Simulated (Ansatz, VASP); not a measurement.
AlN: VASP beside Ansatz

```
Al N
1.0
     2.99600    0.00000    0.00000
    -1.49800    2.59461    0.00000
     0.00000    0.00000    4.74580
Al N
2 2
Direct
  0.33333 0.66667 0.00152
  0.66667 0.33333 0.50152
  0.33333 0.66667 0.38348
  0.66667 0.33333 0.88348
```

Alike in both runs: task relaxation of the atoms; functional LDA; k mesh 9 × 9 × 6; occupations gaussian, width 0.05 eV; no spin polarisation.

|  | VASP | Ansatz |
| --- | --- | --- |
| version | VASP 6.6.1 | Ansatz 0.2.0 |
| potentials or method | VASP PAW LDA potentials, release 64 (Al, N) | scalar-relativistic, plane waves, PAW |
| plane-wave cutoff (eV) | 520 | 520 |
| valence electrons in the cell | 16 | 16 |

|  | VASP | Ansatz | Ansatz less VASP |
| --- | --- | --- | --- |
| gap on the k mesh at the Fermi level, each at its own relaxed structure (eV) | 4.91 | 4.93 | +0.020 |

Ansatz warned: «pseudo_functional_mismatch».

Caveats: an odd mesh through Γ misses points on the zone boundary, where band edges often lie.
